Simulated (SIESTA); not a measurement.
Crystal: Fe.

```
CELL_PARAMETERS angstrom
-1.44300 1.44300 1.44300
1.44300 -1.44300 1.44300
1.44300 1.44300 -1.44300
ATOMIC_POSITIONS crystal
Fe 0.00000 0.00000 0.00000
```

Base run:

```yaml
Program: SIESTA 5.4.2
Functional: PBE
Potentials_or_basis: PseudoDojo 0.4 standard (PBE files)
Basis: DZ (energy shift 0.003 Ry; two zetas on semicore shells)
Grid_cutoff: 800 Ry
Energy_shift: 0.003 Ry
k_mesh: 9 × 9 × 9
Occupations: fermi-dirac, width 0.05 eV
Spin: collinear spin, ferromagnetic start
Starting_moments: "[3.0] μB"
```

Its results: band gap on the k mesh none (metal or under the smearing width); pressure -18.4 GPa; net moment 2.46 μB per cell; site moments Fe +2.46 μB.

Q: After a change of settings the same cell gave: band gap on the k mesh none (metal or under the smearing width); pressure -4.1 GPa; net moment 2.51 μB per cell; site moments Fe +2.51 μB. Which change was it?
A. basis from DZ (energy shift 0.003 Ry; two zetas on semicore shells) to DZP (energy shift 0.003 Ry; two zetas on semicore shells)
B. basis from DZ (energy shift 0.003 Ry; two zetas on semicore shells) to DZP (energy shift 0.003 Ry; two zetas on semicore shells); k mesh from 9 × 9 × 9 to 13 × 13 × 13
C. basis from DZ (energy shift 0.003 Ry; two zetas on semicore shells) to TZP (energy shift 0.003 Ry; two zetas on semicore shells)
D. basis from DZ (energy shift 0.003 Ry; two zetas on semicore shells) to DZDP (energy shift 0.003 Ry; two zetas on semicore shells)

A: D.

Caveats: short orbitals over semicore shells can move pressures by several GPa; the basis of atomic orbitals isn't converged, which shifts pressures, moduli and gaps; the basis has no polarisation orbitals (some runs).
